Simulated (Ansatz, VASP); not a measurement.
Given: the input of a run of Ansatz 0.2.0 on BN.

The input input.yaml:

```yaml
crystal:
  lattice:
    - [1.2511217832, 0.7223354983, 3.3729344033]
    - [-1.2511217832, 0.7223354983, 3.3729344033]
    - [0.0, -1.4446709966, 3.3729344033]
  atoms:
    - { symbol: "N", position: [0.6672382, 0.6672382, 0.6672382] }
    - { symbol: B, position: [0.0003288, 0.0003288, 0.0003288] }
kpoints:
  mp_grid: { grid: [12, 12, 12] }
scf:
  occupations: { method: fermi_dirac, width: 0.05 }
hamiltonian:
  xc: pbesol
  pseudopotentials: { kind: all_electron, lapw: { basis_error: 0.001 } }
output:
  forces: true
  stress: true
  eigenvalues: true
  populations: true
```

Potentials or basis: all-electron LAPW, scalar-relativistic.

Launch:

```bash
$ ansatz run input.yaml --threads 1 --pin off --max-ram 3072MiB --backend cpu --events-out ev --progress --plain --runs-dir out
```

Set up the same calculation for VASP 6.6.1. Potentials there: VASP PAW PBE potentials, release 64 (N, B).

As run (the cutoff follows the program's own potentials):

The input INCAR:

```
ALGO = Normal
EDIFF = 1E-7
ENCUT = 520
GGA = PS
ISIF = 2
ISMEAR = -1
LASPH = T
LCHARG = F
LREAL = F
LWAVE = F
NBANDS = 11
NELM = 80
PREC = Accurate
SIGMA = 0.05
```

File KPOINTS:

```
k-points
0
Gamma
  12 12 12
```

The input POSCAR:

```
BN
1.0
    1.2511217832      0.7223354983      3.3729344033
   -1.2511217832      0.7223354983      3.3729344033
    0.0000000000     -1.4446709966      3.3729344033
N B
1 1
Direct
    0.6672382000      0.6672382000      0.6672382000
    0.0003288000      0.0003288000      0.0003288000
```

Potentials or basis: VASP PAW PBE potentials, release 64 (N, B).

The run is started by

```console
$ cat potpaw_PBE.64/N/POTCAR potpaw_PBE.64/B/POTCAR > POTCAR
$ mpirun -np 1 vasp_std > vasp.out
```

Both were run:

|  | VASP | Ansatz | Ansatz less VASP |
| --- | --- | --- | --- |
| gap on the k mesh at the Fermi level (eV) | 4.18 | 4.18 | +0.005 |
| least direct gap on the mesh (eV) | 4.63 | 4.64 | +0.005 |
| pressure (GPa) | 1.0 | 0.7 | -0.32 |
| largest component of the traceless stress (GPa) | 0.69 | 0.21 | -0.477 |

Ansatz ran all-electron here, so the differences hold the error of VASP's frozen core and of both bases.

Caveats: the PAW data sets were made with another functional, which shifts forces and pressure a little (VASP). A k mesh can miss the band edges.
